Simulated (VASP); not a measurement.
The system is Nb.

```
Nb
1.0
    -1.66395    1.66395    1.66395
     1.66395   -1.66395    1.66395
     1.66395    1.66395   -1.66395
Nb
1
Cartesian
  0.0000 0.0000 0.0000
```

```yaml
Program: VASP 6.6.1
Task: relaxation of cell and atoms
Functional: revPBE
Dispersion: dDsC
Potentials_or_basis: VASP PAW PBE potentials, release 54 (Nb_sv)
Cutoff: 600 eV
k_mesh: 11 × 11 × 11
Occupations: fermi-dirac, width 0.1 eV
Spin: no spin polarisation
Hubbard_terms: Nb d U = 5 eV, J = 1.0 eV
```

At the start: pressure 5.3 GPa; volume 18.43 Å³/atom.

Task: How do energy, volume and symmetry change on relaxing?

Result: Over 5 steps the energy falls by 16.9 meV/atom and the volume is 18.98 Å³/atom (+3.0 %); space group Im-3m (No. 229, to 0.05 Å).

The path:
| step | energy change (eV) | largest force (eV/Å) | pressure (GPa) | volume (Å³) |
| --- | --- | --- | --- | --- |
| 1 | 0.0000 | 0.0000 | 5.34 | 18.43 |
| 2 | 0.0003 | 0.0000 | -8.89 | 20.11 |
| 3 | -0.0184 | 0.0000 | -3.39 | 19.37 |
| 4 | -0.0171 | 0.0000 | -0.11 | 18.99 |
| 5 | -0.0169 | 0.0000 | 0.01 | 18.98 |

Final structure:
```yaml
crystal:
  lattice:
    - [-1.68030, 1.68030, 1.68030]
    - [1.68030, -1.68030, 1.68030]
    - [1.68030, 1.68030, -1.68030]
  atoms:
    - { symbol: Nb, position: [0.00000, 0.00000, 0.00000] }
```

Caveat: the PAW data sets were made with another functional, which shifts forces and pressure a little; U without spin polarisation on a metal has little footing; pairwise dispersion overbinds metals, which lowers pressure and volume; the U is typed as a test and isn't derived for this compound.
